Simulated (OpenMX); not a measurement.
## P under changes of volume

One of the cells (20.458 Å³/atom); the others are scaled copies at fixed shape and fractional positions:

```
P
1.0
     1.64774   -5.46504    0.00000
     1.64774    5.46504    0.00000
     0.00000    0.00000    4.54364
P
4
Direct
  0.90414 0.09586 0.58882
  0.09586 0.90414 0.41118
  0.59586 0.40414 0.08882
  0.40414 0.59586 0.91118
```

- Program: OpenMX 3.8.5
- Functional: LDA
- Potentials or basis: OpenMX 2013 LDA set, P7.0-s2p2d1f1, fixed grid of 32 × 32 × 48 points
- k mesh: 9 × 9 × 7
- Occupations: fermi-dirac, width 0.05 eV
- Spin: no spin polarisation

```tsv
volume (Å³/atom)	energy over the lowest point (meV/atom)	gap on the mesh (eV)	largest force (eV/Å)
19.230	?	?	?
19.639	3.74	0.06	1.008
20.049	0.00	0.08	0.823
20.458	0.20	0.10	0.653
20.867	3.91	0.12	0.500
21.276	10.81	0.15	0.367
21.685	20.48	0.18	0.267
```

What does the run at 19.230 Å³/atom give?

Energy over the lowest point 11.83 meV/atom; gap on the mesh 0.06 eV; largest force 1.209 eV/Å.

Worked out: A Birch-Murnaghan fit of order 3 (a polynomial in V^(-2/3)) to the other rows has its minimum at 20.23 Å³/atom with B0 = V·E''(V) = 73 GPa and B' = 4.5 at fixed shape and positions, which overstates the stiffness. It gives 11.89 meV/atom at 19.230 Å³/atom, against the run's 11.83.

Energies are extrapolated to zero smearing.

Caveats: an odd mesh through Γ misses points on the zone boundary, where band edges often lie; the basis of atomic orbitals isn't converged, which shifts pressures, moduli and gaps; forces of over 1 eV/Å show positions far from the minimum, so gaps and moduli don't describe the material at rest (some runs).
